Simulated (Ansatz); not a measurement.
# Pd (Fm-3m) in Ansatz: convergence with wavefunction cutoff

Aim: find how far wavefunction cutoff must go before the results for Pd settle, at PBE. This setting moves, with any that are tied to it; all else stays.

All numbers are computed with Ansatz 0.2.0; they aren't measurements. Logs are shortened: lines on timing, memory, paths and dates and some standing lists are left out, and cuts for length are marked.

### 1 The crystal as given

It takes space group Fm-3m (No. 225, cubic). The conventional cell has a = 3.893 Å, b = 3.893 Å, c = 3.893 Å, α = 90.00°, β = 90.00°, γ = 90.00°. Around Pd (site symmetry m-3m) lie 12 Pd at 2.75 Å.

### 2 With wavefunction cutoff 400 eV

Contents of input.yaml:

```yaml
crystal:
  lattice:
    - [0.0, 1.9465, 1.9465]
    - [1.9465, 0.0, 1.9465]
    - [1.9465, 1.9465, 0.0]
  atoms:
    - { symbol: Pd, position: [0.0, 0.0, 0.0] }
hamiltonian:
  xc: pbe
  pseudopotentials: { kind: nc, accuracy: standard }
kpoints:
  mp_grid: { grid: [10, 10, 10] }
scf:
  occupations: { method: fermi_dirac, width: 0.1 }
output:
  forces: true
  stress: true
  eigenvalues: true
basis:
  ecutwfc: "400 eV"
```

Potentials or basis: PseudoDojo standard (PBE files).

The run is started by

```bash
$ ansatz run input.yaml --threads 2 --pin off --max-ram 5632MiB --backend cpu --events-out ev --progress --plain --runs-dir out
```

The log of the run:

```text
Warning: basis.ecutwfc = 400 eV is below the records' recommended 1115.666836 eV, and the density's cutoff is lower with it unless basis.ecutrho_ratio is high enough to keep the records' density cutoff: compare with a run at a higher cutoff
Warning: RAYON_NUM_THREADS=2 ignored (pool sized by the plan → 2); use --threads N
Engine: ansatz 0.2.0, x86_64-unknown-linux-gnu
Pseudopotentials: kind: nc
Pseudopotential: Pd, nc, valence charge 18, recommended cutoff 1115.666836 eV (normal), Pd.nc.azcp (PseudoDojo's, or run here from an input of PseudoDojo's; its table is named by hamiltonian.pseudopotentials.accuracy)
Functional definition: PBE
  parameter kappa = 0.804
  parameter beta = 0.06672455060314922
  exchange = pbe_x(kappa = kappa, mu = beta*pi^2/3)
  correlation = pbe_c(beta = beta)
Crystal: 1 atoms, lattice volume = 14.750 Å³
Basis set: ecut = 400 eV, 283 PW (Γ), exchange–correlation on 36×36×36 points (8 copies of the dense FFT grid, shifted against one another)
Bands: 13, of which v1, the nominal top of the filled ones, is band 9 counted from 1 (8 counted from 0)
Symmetry: 48 space group operations
Space group: Fm-3m (ITA 225), of the structure as read, at distance tolerance 2.5e-5 Å
k-points: 47 of 1000
Non-local potential: Pd, projectors of the file, l = 0: 2, l = 1: 2, l = 2: 2
Initial density: superposition of atomic densities (chi_scale 0.1, normalization cell)
Initial wavefunctions: pseudopotential atomic-orbital guess
Functional: x = pbe(κ = 0.804, μ = 0.2195149727645171), c = pbe(β = 0.06672455060314922)
SCF iter   1: F=—  HF=-3667.874640 eV  |F-HF|=—  |Δ(HF+E_count)|=         —  Δρ=3.78e-1  dr2=1.45e1  ethr=3.10e-3  ⟨swp⟩=6.0  Hψ=3992  notcnv=0
preconditioner: auto → none  [metal: Δε(μ)=0.012 eV  Ē_g=13.397 eV  σ=0.100 eV  W_gap=0.03  n_scr=8 (ndim 8)  ℏωp=30.6 eV  f_vac=0.000  D(μ)=1.69/eV (n_scr^D=14)  sad-step TF]
SCF iter   2: F=—  HF=-3663.748352 eV  |F-HF|=—  |Δ(HF+E_count)|=    4.13e0  Δρ=1.36e-1  dr2=1.58e0  ethr=3.10e-3  ⟨swp⟩=3.0  Hψ=1760  notcnv=0
SCF iter   3: F=—  HF=-3663.417309 eV  |F-HF|=—  |Δ(HF+E_count)|=   3.31e-1  Δρ=2.75e-2  dr2=1.79e-2  ethr=3.10e-3  ⟨swp⟩=2.0  Hψ=1489  notcnv=0
SCF iter   4: F=—  HF=-3663.429298 eV  |F-HF|=—  |Δ(HF+E_count)|=   1.20e-2  Δρ=5.18e-3  dr2=3.37e-3  ethr=9.92e-5  ⟨swp⟩=2.0  Hψ=1340  notcnv=0
SCF iter   5: F=—  HF=-3663.428250 eV  |F-HF|=—  |Δ(HF+E_count)|=   1.05e-3  Δρ=3.56e-4  dr2=1.26e-5  ethr=1.87e-5  ⟨swp⟩=2.6  Hψ=988  notcnv=0
SCF iter   6: F=—  HF=-3663.427646 eV  |F-HF|=—  |Δ(HF+E_count)|=   6.04e-4  Δρ=8.61e-5  dr2=6.66e-7  ethr=7.02e-8  ⟨swp⟩=2.3  Hψ=1035  notcnv=0
SCF iter   7: F=-3663.427645 eV  HF=-3663.427645 eV  |F-HF|=9.09e-9  |Δ(HF+E_count)|=   1.91e-7  Δρ=1.12e-5  dr2=1.12e-8  ethr=5.56e-10  ⟨swp⟩=7.0  Hψ=3565  notcnv=0
SCF 1 converged in 7 iterations: F = -3663.427645 eV  dr2 = 1.12e-8
SCF converged after 7 iterations
Free energy (F): -3663.427645 eV
Harris-Foulkes:  -3663.427645 eV  (|F-HF|=9.09e-9)
Internal energy: -3663.378476 eV  (E = F + TS)
E sigma→0 (E₀):  -3663.403061 eV
Entropy (-TS):   -0.049169 eV (-49.169 meV/atom)
Fermi energy:    20.766750 eV
--- Per-component energies (eV) ---
  E_band       = -154.884782
  E_kinetic    = 1180.707836
  E_local      = -2248.571132  (includes V_loc(G=0)·N_el)
  E_nonlocal   = 61.016286
  E_hartree    = 660.525423
  E_xc         = -569.740442
  E_vxc        = -469.093695  (∫ρ·V_xc dr)
  E_ewald      = -2747.316447
  E_smearing   = -0.049169  (= −TS)
  E_closure    = -0.000000  (closes the sum)
  Σ components = -3663.427645   (vs F -3663.427645, Δ=0.00e0)
--- Forces (eV/Å), atoms counted from 1 ---
  atom   1  Pd     0.00000000     0.00000000    -0.00000000
  max |Σ_I F_I| component: 4.93e-31 eV/Å
--- Stress (GPa, compression-positive) ---
       20.896388       0.000000       0.000000
       -0.000000      20.896388       0.000000
        0.000000      -0.000000      20.896388
  P = ⅓ Tr σ = 20.8964 GPa (208.964 kbar)
--- Band table (eV; the first three rows and the last of 47) ---
  k-point 0: bands = ["-66.1294", "-33.0943", "-33.0943", "-33.0943", "13.0323", "17.1990", "17.1990", "17.1990", "18.6189", "18.6189", "37.4651", "42.0867", "42.0867"]
  k-point 1: bands = ["-65.9278", "-33.0967", "-33.0732", "-33.0732", "13.4049", "17.1868", "17.4214", "17.4214", "19.0325", "19.0325", "37.8352", "40.1972", "42.5503"]
  k-point 2: bands = ["-66.0115", "-33.2161", "-33.0898", "-33.0898", "14.1921", "16.8052", "17.6197", "17.6197", "18.9188", "18.9188", "36.4913", "38.7143", "43.5277"]
  k-point 46: bands = ["-65.7205", "-33.3147", "-33.2516", "-33.1919", "15.5398", "16.1327", "17.5703", "19.3367", "21.2995", "27.5427", "30.1139", "30.9295", "31.9402"]
```

Wall time 0.24 s (2 threads of Intel Xeon Platinum 8488C (Sapphire Rapids), shared host); peak memory 0.27 GiB.

What came out:

- Free energy: -3663.4276 eV
- Pressure: 20.9 GPa
- Band gap on the k mesh: none (metal or under the smearing width)

### 3 With wavefunction cutoff 500 eV

input.yaml: that of step 2 with these lines changed.

```diff
@@ -19,2 +19,2 @@
 basis:
-  ecutwfc: "400 eV"
+  ecutwfc: "500 eV"
```

Potentials or basis: PseudoDojo standard (PBE files).

The run is started by

```bash
$ ansatz run input.yaml --threads 2 --pin off --max-ram 5632MiB --backend cpu --events-out ev --progress --plain --runs-dir out
```

Run time: 0.35 s. Hardware: 2 threads of Intel Xeon Platinum 8488C (Sapphire Rapids), shared host; peak memory 0.29 GiB.

What came out:

```yaml
Free_energy: -3677.7006 eV
Pressure: 2.6 GPa
Band_gap_on_the_k_mesh: none (metal or under the smearing width)
```

### 4 With wavefunction cutoff 600 eV

input.yaml: that of step 3 with these lines changed.

```diff
@@ -19,2 +19,2 @@
 basis:
-  ecutwfc: "500 eV"
+  ecutwfc: "600 eV"
```

The run is started by

```bash
$ ansatz run input.yaml --threads 2 --pin off --max-ram 5632MiB --backend cpu --events-out ev --progress --plain --runs-dir out
```

Run time: 0.39 s. Hardware: 2 threads of Intel Xeon Platinum 8488C (Sapphire Rapids), shared host; peak memory 0.29 GiB.

Results:

* Free energy: -3683.5647 eV
* Pressure: 6.7 GPa
* Band gap on the k mesh: none (metal or under the smearing width)

### 5 With wavefunction cutoff 700 eV

input.yaml: that of step 4 with these lines changed.

```diff
@@ -19,2 +19,2 @@
 basis:
-  ecutwfc: "600 eV"
+  ecutwfc: "700 eV"
```

The run is started by

```bash
$ ansatz run input.yaml --threads 2 --pin off --max-ram 5632MiB --backend cpu --events-out ev --progress --plain --runs-dir out
```

Wall time 0.41 s (2 threads of Intel Xeon Platinum 8488C (Sapphire Rapids), shared host); peak memory 0.29 GiB.

What came out:

| Quantity | Value |
| --- | --- |
| Free energy | -3685.8383 eV |
| Pressure | 7.3 GPa |
| Band gap on the k mesh | none (metal or under the smearing width) |

### 6 With wavefunction cutoff 850 eV

input.yaml: that of step 5 with these lines changed.

```diff
@@ -19,2 +19,2 @@
 basis:
-  ecutwfc: "700 eV"
+  ecutwfc: "850 eV"
```

Potentials or basis: PseudoDojo standard (PBE files).

The run is started by

```bash
$ ansatz run input.yaml --threads 2 --pin off --max-ram 5632MiB --backend cpu --events-out ev --progress --plain --runs-dir out
```

It took 0.54 s on 2 threads of Intel Xeon Platinum 8488C (Sapphire Rapids), shared host; peak memory 0.3 GiB.

The run converged. Its results:

```
Free energy            : -3686.7498 eV
Pressure               : 6.9 GPa
Band gap on the k mesh : none (metal or under the smearing width)
```

### 7 With wavefunction cutoff 1000 eV

input.yaml: that of step 6 with these lines changed.

```diff
@@ -19,2 +19,2 @@
 basis:
-  ecutwfc: "850 eV"
+  ecutwfc: "1000 eV"
```

The run is started by

```bash
$ ansatz run input.yaml --threads 2 --pin off --max-ram 5632MiB --backend cpu --events-out ev --progress --plain --runs-dir out
```

It took 0.62 s on 2 threads of Intel Xeon Platinum 8488C (Sapphire Rapids), shared host; peak memory 0.29 GiB.

Results (log left out):

| Property | Result |
| --- | --- |
| Free energy | -3686.8666 eV |
| Pressure | 7.2 GPa |
| Band gap on the k mesh | none (metal or under the smearing width) |

### 8 With wavefunction cutoff 1200 eV

input.yaml: that of step 7 with these lines changed.

```diff
@@ -19,2 +19,2 @@
 basis:
-  ecutwfc: "1000 eV"
+  ecutwfc: "1200 eV"
```

The run is started by

```bash
$ ansatz run input.yaml --threads 2 --pin off --max-ram 5632MiB --backend cpu --events-out ev --progress --plain --runs-dir out
```

Run time: 0.8 s. Hardware: 2 threads of Intel Xeon Platinum 8488C (Sapphire Rapids), shared host; peak memory 0.34 GiB.

The run converged. Its results:

```
Free energy            : -3686.8724 eV
Pressure               : 7.2 GPa
Band gap on the k mesh : none (metal or under the smearing width)
```

### 9 With wavefunction cutoff 1400 eV

input.yaml: that of step 8 with these lines changed.

```diff
@@ -19,2 +19,2 @@
 basis:
-  ecutwfc: "1200 eV"
+  ecutwfc: "1400 eV"
```

Potentials or basis: PseudoDojo standard (PBE files).

The run is started by

```bash
$ ansatz run input.yaml --threads 2 --pin off --max-ram 5632MiB --backend cpu --events-out ev --progress --plain --runs-dir out
```

Run time: 1 s. Hardware: 2 threads of Intel Xeon Platinum 8488C (Sapphire Rapids), shared host; peak memory 0.35 GiB.

It converged, with:

```
Free energy            : -3686.8732 eV
Pressure               : 7.2 GPa
Band gap on the k mesh : none (metal or under the smearing width)
```

### 10 With wavefunction cutoff 1700 eV

input.yaml: that of step 9 with these lines changed.

```diff
@@ -19,2 +19,2 @@
 basis:
-  ecutwfc: "1400 eV"
+  ecutwfc: "1700 eV"
```

The run is started by

```bash
$ ansatz run input.yaml --threads 2 --pin off --max-ram 5632MiB --backend cpu --events-out ev --progress --plain --runs-dir out
```

Wall time 1.1 s (2 threads of Intel Xeon Platinum 8488C (Sapphire Rapids), shared host); peak memory 0.38 GiB.

The run converged. Its results:

```
Free energy            : -3686.8735 eV
Pressure               : 7.2 GPa
Band gap on the k mesh : none (metal or under the smearing width)
```

### 11 Result

```
wavefunction cutoff  energy less the tightest run, at zero smearing (meV/atom)  pressure (GPa)  SCF cycles  CPU time (s)  peak memory (GiB)
             400 eV                                                   23442.92           20.90           7           0.4               0.27
             500 eV                                                    9173.39            2.64           7          0.59               0.29
             600 eV                                                    3307.32            6.69           7          0.68               0.29
             700 eV                                                    1035.18            7.30           7          0.73               0.29
             850 eV                                                     123.72            6.94           7          0.98                0.3
            1000 eV                                                       6.89            7.22           7           1.1               0.29
            1200 eV                                                       1.15            7.22           7           1.5               0.34
            1400 eV                                                       0.29            7.22           7           1.9               0.35
            1700 eV                                                       0.00            7.22           7           2.2               0.38
```

Against the tightest run, the energy stays within 1 meV/atom from 1400 eV on; the pressure stays within 0.1 GPa from 1000 eV on. The tightest run that finished is the yardstick and may itself not be fully converged.
